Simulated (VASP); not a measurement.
The system is ZnSiP2.

```
Zn Si P
1.0
    -2.67895    2.67895    5.22200
     2.67895   -2.67895    5.22200
     2.67895    2.67895   -5.22200
Zn Si P
2 2 4
Cartesian
  2.6789 -2.6789 5.2220
  0.0000 2.6789 2.6110
  0.0000 0.0000 5.2220
  2.6789 0.0000 2.6110
  1.4190 1.3395 1.3055
  1.2599 1.3395 6.5275
  1.3395 3.9389 -1.3055
  1.3395 -1.2599 3.9165
```

The cell is a database's computed one.

Base run:

| Item | Value |
| --- | --- |
| Program | VASP 6.6.1 |
| Functional | PBEsol |
| Potentials or basis | VASP PAW PBE potentials, release 64 (Zn, Si, P) |
| Cutoff | 700 eV |
| k mesh | 8 × 8 × 8 |
| Occupations | gaussian, width 0.02 eV |
| Spin | no spin polarisation |

Its results: band gap on the k mesh 1.16 eV, direct; pressure 0.0 GPa.

Task: After a change of settings the same cell gave: band gap on the k mesh 1.54 eV, direct; pressure 0.6 GPa. Which change was it?
A. functional from PBEsol to r2SCAN; cutoff from 700 eV to 520 eV
B. cutoff from 700 eV to 520 eV; k mesh from 8 × 8 × 8 to 12 × 12 × 12
C. cutoff from 700 eV to 520 eV; occupations from gaussian, width 0.02 eV to gaussian, width 0.5 eV
D. potentials or basis from VASP PAW PBE potentials, release 64 (Zn, Si, P) to VASP PAW PBE potentials, release 64 (Zn, Si, P_h); cutoff from 700 eV to 900 eV

Result: A.

r2SCAN gives the wider gap, since meta-GGAs in the generalised Kohn-Sham scheme recover part of the derivative discontinuity.

Caveats: the PAW data sets were made with another functional, which shifts forces and pressure a little.

Not every run made on this cell is shown here.
